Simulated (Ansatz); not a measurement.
Sn in the lonsdaleite structure was relaxed with 5 functionals in Ansatz, cell and atoms free, the symmetry of the start kept (meshes: PBE 6×6×4, r2SCAN 6×6×4, PBEsol 6×6×4, LDA 6×6×4, HSE06 6×6×2). All values are calculated for a non-magnetic cell, which may be hypothetical.

The r2SCAN result:
```xyz
4
Lattice="4.6349 0.0000 0.0000 -2.3175 4.0140 0.0000 0.0000 0.0000 7.6139" Properties=species:S:1:pos:R:3 pbc="T T T"
Sn    0.0000    2.6760    0.0018
Sn    2.3175    1.3380    3.8088
Sn    0.0000    2.6760    2.8534
Sn    2.3175    1.3380    6.6603
```

Space group P6_3/mmc (No. 194), hexagonal; a = 4.635 Å, c = 7.614 Å in the conventional setting, 35.41 Å³ an atom. Around Sn lie 4 Sn at 2.84–2.85 Å.

(1) How does the cell change with PBEsol?

(2) How does the cell change with HSE06?

(3) Held at the r2SCAN cell, what mean stress do LDA and PBE find, and does its sign point to their own minimum?

The cell is metallic with PBE, PBEsol, LDA, and these meshes limit the relaxed cells of a metal. A gap that a hybrid shows on its coarser mesh alone may close between the points.

Answers

(1) a = 4.628 Å, c = 7.538 Å; the volume differs by -1.3 % from r2SCAN's. Sn is surrounded by 4 Sn at 2.83–2.84 Å.

(2) a = 4.637 Å, c = 7.588 Å; the volume differs by -0.2 % from r2SCAN's. Sn is surrounded by 4 Sn at 2.84 Å.

(3) Yes. LDA -1.78 GPa, and its relaxed volume is -4.2 % from r2SCAN's; PBE +1.55 GPa, and its relaxed volume is +4.0 % from r2SCAN's. Compression counts positive, so a positive stress asks for a larger cell.

Spin-orbit coupling is left out.
